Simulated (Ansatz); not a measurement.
# Nb in Ansatz: the effect of functional

Nb:

```
Nb
1.0
     0.00000    2.15648    2.15648
     2.15648    0.00000    2.15648
     2.15648    2.15648    0.00000
Nb
1
Cartesian
  0.0000 0.0000 0.0000
```

This isn't the form of Nb at room conditions, which is bcc.

The cell isn't the ideal one: volume scaled by 1.06.

Alike in all runs:

```yaml
Program: Ansatz 0.2.0
Task: single point
Potentials_or_basis: Ansatz PAW
k_mesh: 11 × 11 × 11
Occupations: fermi-dirac, width 0.05 eV
Spin: no spin polarisation
```

**Question.** One run gave: pressure -10.5 GPa. Which functional did it use?
A. LDA
B. PBEsol
C. r2SCAN

**Answer.** C.

| functional | cutoff | pressure (GPa) |
| --- | --- | --- |
| LDA | 420 eV (not typed: the program's choice for these potentials) | -18.3 |
| PBEsol | 420 eV (not typed: the program's choice for these potentials) | -15.0 |
| r2SCAN | 500 eV (not typed: the program's choice for these potentials) | -10.5 |

Caveats: the PAW data sets come from PBE, with cores solved anew for the run's functional, which leaves a small shift of forces and pressure.

Runs at the PBE level aren't shown here.
